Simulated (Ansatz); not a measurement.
Density of states of a TiAl3 cell (a packing that fell into a crystal (Cm at 0.1 Å)), per eV and atom, broadened by Gaussian smearing of width 0.1 eV and averaged over bins of 0.3 eV, from 8 eV under the Fermi level at most up to where the solved bands end.

Theory: DFT r2SCAN, scalar-relativistic, plane waves, PAW (Ansatz).

Settings: cutoff 500 eV, Γ-centred mesh 7×5×5 on the computed 16-atom cell, Gaussian smearing of 0.10 eV; no spin polarisation.

```
CELL_PARAMETERS angstrom
5.14295 -0.11324 0.04598
-0.03368 7.09567 -0.01475
0.12168 -0.00832 7.09164
ATOMIC_POSITIONS crystal
Ti 0.58553 0.57861 0.36643
Ti 0.07513 0.30481 0.38837
Ti 0.65935 0.08426 0.86115
Ti 0.07462 0.55626 0.64030
Al 0.58612 0.19720 0.24492
Al 0.10770 0.06741 0.12258
Al 0.10531 0.82229 0.87755
Al 0.09054 0.68469 0.26037
Al 0.58550 0.70032 0.74804
Al 0.35170 0.43999 0.01194
Al 0.14925 0.18800 0.75669
Al 0.84753 0.93470 0.49423
Al 0.56794 0.33210 0.61333
Al 0.57446 0.82937 0.11580
Al 0.84777 0.45106 0.01052
Al 0.35142 0.93235 0.50508
```

| E − E_F (eV) | total | Al 3p | Ti 3d | Al 3s | Ti 4s |
| --- | --- | --- | --- | --- | --- |
| -7.90 | 0.176 | 0.095 | 0.005 | 0.062 | 0.010 |
| -7.60 | 0.196 | 0.106 | 0.006 | 0.068 | 0.010 |
| -7.30 | 0.242 | 0.133 | 0.009 | 0.081 | 0.012 |
| -7.00 | 0.173 | 0.096 | 0.008 | 0.055 | 0.009 |
| -6.70 | 0.217 | 0.120 | 0.012 | 0.071 | 0.008 |
| -6.40 | 0.252 | 0.140 | 0.015 | 0.080 | 0.010 |
| -6.10 | 0.214 | 0.118 | 0.014 | 0.070 | 0.008 |
| -5.80 | 0.241 | 0.135 | 0.017 | 0.073 | 0.010 |
| -5.50 | 0.268 | 0.153 | 0.021 | 0.076 | 0.011 |
| -5.20 | 0.251 | 0.140 | 0.023 | 0.073 | 0.010 |
| -4.90 | 0.271 | 0.156 | 0.027 | 0.072 | 0.010 |
| -4.60 | 0.315 | 0.189 | 0.034 | 0.075 | 0.011 |
| -4.30 | 0.268 | 0.167 | 0.028 | 0.054 | 0.012 |
| -4.00 | 0.270 | 0.164 | 0.032 | 0.054 | 0.013 |
| -3.70 | 0.376 | 0.237 | 0.049 | 0.064 | 0.017 |
| -3.40 | 0.318 | 0.198 | 0.045 | 0.054 | 0.013 |
| -3.10 | 0.374 | 0.232 | 0.061 | 0.060 | 0.012 |
| -2.80 | 0.434 | 0.274 | 0.076 | 0.061 | 0.013 |
| -2.50 | 0.428 | 0.261 | 0.089 | 0.056 | 0.013 |
| -2.20 | 0.436 | 0.262 | 0.101 | 0.051 | 0.012 |
| -1.90 | 0.425 | 0.229 | 0.124 | 0.052 | 0.010 |
| -1.60 | 0.566 | 0.265 | 0.208 | 0.065 | 0.014 |
| -1.30 | 0.557 | 0.226 | 0.248 | 0.055 | 0.012 |
| -1.00 | 0.674 | 0.262 | 0.323 | 0.055 | 0.012 |
| -0.70 | 0.646 | 0.235 | 0.325 | 0.056 | 0.010 |
| -0.40 | 0.716 | 0.228 | 0.403 | 0.050 | 0.011 |
| -0.10 | 0.529 | 0.164 | 0.305 | 0.034 | 0.007 |
| 0.20 | 0.529 | 0.151 | 0.321 | 0.032 | 0.005 |
| 0.50 | 0.326 | 0.084 | 0.205 | 0.019 | 0.005 |
| 0.80 | 0.511 | 0.127 | 0.303 | 0.042 | 0.014 |

The columns after the total are the largest Löwdin projections on the valence shells of the potentials, so they needn't add up, and the weight of a shell that a potential lacks goes to other orbitals. The cell has no gap on the mesh.

This form isn't the usual stable structure of the compound.

Cost: 2 runs of about 25 core-minutes in all (earlier runs that led there not counted), on Intel Xeon Processor @ 2.70GHz (shared hosts).